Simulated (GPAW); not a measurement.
Te: single point with PBE

Te:

```
Te
1.0
     4.45400    0.00000    0.00000
    -2.22700    3.85728    0.00000
     0.00000    0.00000    5.92400
Te
3
Direct
  0.73100 0.73100 0.00000
  0.00000 0.26900 0.66667
  0.26900 0.00000 0.33333
```

```
Program             : GPAW 26.7.0
Task                : single point
Functional          : PBE
Potentials or basis : GPAW PAW data sets (gpaw-data 1.2.1)
Cutoff              : 600 eV
Basis               : pw
k mesh              : 7 × 7 × 5
Occupations         : gaussian, width 0.025 eV
Spin                : no spin polarisation
```

- Pressure: 1.1 GPa
- Largest force: 0.111 eV/Å
- Band gap on the k mesh: 0.63 eV, indirect (least direct gap 0.78 eV)

Forces on the atoms (eV/Å):
```
Te  -0.055 -0.096  0.000
Te  -0.055  0.096  0.000
Te   0.111  0.000  0.000
```

Stress tensor (GPa, compression positive):
```
0.99 0.00 0.00
0.00 0.99 0.00
0.00 0.00 1.26
```

Levels at points of the mesh, in eV from the valence-band top:
| k point | band 7 | band 8 | band 9 | band 10 | band 11 | band 12 |
| --- | --- | --- | --- | --- | --- | --- |
| (0.00, 0.00, 0.00) | -1.51 | -1.51 | -0.69 | 1.17 | 1.17 | 1.77 |

Wall time 99 s on 1 thread of Intel(R) Xeon(R) Platinum 8488C (Sapphire Rapids), with other jobs on the host, peak memory 0.27 GiB.

Caveat: spin-orbit coupling is left out, which moves the levels of the heavy elements; an odd mesh through Γ misses points on the zone boundary, where band edges often lie.
